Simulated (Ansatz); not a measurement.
Relaxed bulk TaC, space group Fm-3m (No. 225):

Space group Fm-3m (No. 225). a = 4.462 Å, b = 4.462 Å, c = 4.462 Å, α = 90.00°, β = 90.00°, γ = 90.00°
| atom | site | symmetry | x | y | z |
| --- | --- | --- | --- | --- | --- |
| Ta | 4a | m-3m | 0.0000 | 0.0000 | 0.0000 |
| C | 4b | m-3m | 0.5000 | 0.0000 | 0.0000 |

Theory: DFT r2SCAN, scalar-relativistic, plane waves, PAW in Ansatz. Cutoff 500 eV, k spacing 0.19 to 0.25 Å⁻¹, dipole correction; no spin polarisation.

Slabs with different planes and terminations (top/bottom plane) are cut from it in 1×1 cells and relaxed. Each holds whole formula units counted by Ta and an excess Δn of C (negative: a deficit); ΔE is its energy over those formula units in the bulk and the excess in the standard state of C. The formation energy of TaC is -1.379 eV a formula unit (uncorrected), so Δμ(C) runs from -1.379 eV to 0 if no other compound intervenes.

| slab | A (Å²) | Δn(C) | ΔE (eV) |
| --- | --- | --- | --- |
| (110) TaC/TaC, Ta7C7 | 14.08 | 0 | 6.078 |
| (100) TaC/TaC, Ta5C5 | 9.95 | 0 | 2.096 |
| (111) Ta/C, Ta5C5 | 8.62 | 0 | 4.656 |
| (111) Ta/Ta, Ta5C4 | 8.62 | -1.00 | 3.623 |

Task: Work out each slab's surface energy at the C-rich and C-poor ends.

Result: γ = [ΔE − Δn·Δμ(C)]/(2A) × 16.02 J/m² per eV/Å², the mean of both faces:

| slab | C-rich (J/m²) | C-poor (J/m²) |
| --- | --- | --- |
| (110) TaC/TaC, Ta7C7 | 3.46 | 3.46 |
| (100) TaC/TaC, Ta5C5 | 1.69 | 1.69 |
| (111) Ta/C, Ta5C5 | 4.33 | 4.33 |
| (111) Ta/Ta, Ta5C4 | 3.37 | 2.09 |

Task: Does the lowest surface change with the conditions?

Result: No: among these slabs (100) TaC/TaC, Ta5C5 is lowest at both ends, and since each γ is a straight line in Δμ, throughout the range.

Only the planes named were cut, so another facet can lie lower still. Reconstructions in larger cells weren't sought.

The (100) surface is cheapest because it is a nonpolar plane of the rocksalt lattice, where each surface atom loses only one of its six Ta–C bonds; on (110) each loses two. The cost of (110) rises more than the density of cut bonds alone would suggest, probably because the remaining directional C 2p–Ta 5d bonds compensate poorly for the lost ones.

On (111), three bonds per surface atom are cut and the planes are polar, although metallic screening can moderate the polarity. The Ta/C slab lies above Ta/Ta throughout, which implies that the carbon face is the costlier one: exposed Ta can rebond through its d states, while carbon is left with unsaturated p orbitals.

Being lowest does not make (100) the only facet. Among these surfaces, a Wulff construction gives a plain cube at the C-rich end, but at the C-poor end Ta-terminated (111) at 2.09 J/m² is low enough to truncate its corners. Equilibrium crystal shape can therefore depend on carbon activity even though the lowest surface does not.
